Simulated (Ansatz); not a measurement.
Runs of Ansatz 0.2.0 on Cu. The structure is hexagonal, space group P6_3/mmc (No. 194). The conventional cell has a = 2.534 Å, b = 2.534 Å, c = 4.113 Å, α = 90.00°, β = 90.00°, γ = 120.00°. Around Cu (site symmetry -6m2) lie 12 Cu at 2.52 to 2.53 Å. This isn't the form of Cu at room conditions, which is fcc.

```csv
task,level,cell,k mesh,cutoff (eV),smearing,broadening,mesh quality,gap on the mesh (eV),V0 of scaled cells (Å³/atom),B0 (GPa)
equation of state,PBEsol,as given,12 × 12 × 7,420,fermi-dirac 0.05 eV,-,not flagged,-,(a),166
single point,r2SCAN50,as given,6 × 6 × 4,500,methfessel-paxton 0.1 eV,-,coarse,none,-,-
equation of state,r2SCAN,as given,12 × 12 × 7,500,fermi-dirac 0.05 eV,-,not flagged,-,11.46,161
single point,LDA,as given,12 × 12 × 7,420,gaussian 0.05 eV,-,not flagged,none,-,-
optical spectrum,PBEsol,cell strained at random at fixed volume,12 × 12 × 7,420,methfessel-paxton 0.2 eV,0.1 eV,not flagged,none,-,-
equation of state,LDA,as given,12 × 12 × 7,420,fermi-dirac 0.05 eV,-,not flagged,-,10.91,187
equation of state,HSE06,as given,8 × 8 × 4,420,fermi-dirac 0.05 eV,-,coarse,-,12.07,(b)
```

Alike in all rows: potentials or basis Ansatz PAW; no spin polarisation.

Task: Estimate the missing entries.

Result: (a) 11.34; (b) 125.

Caveats: some runs use coarse meshes; the PAW data sets come from PBE, with cores solved anew for the run's functional, which leaves a small shift of forces and pressure; the cell was scaled at fixed shape and fractional positions, which overstates the stiffness of a crystal with free parameters, most of all of layers and chains (some runs).

A k mesh can miss the band edges.

A gap of «none» marks a metal or a gap under the smearing width.

Not every run made on this cell is shown here.
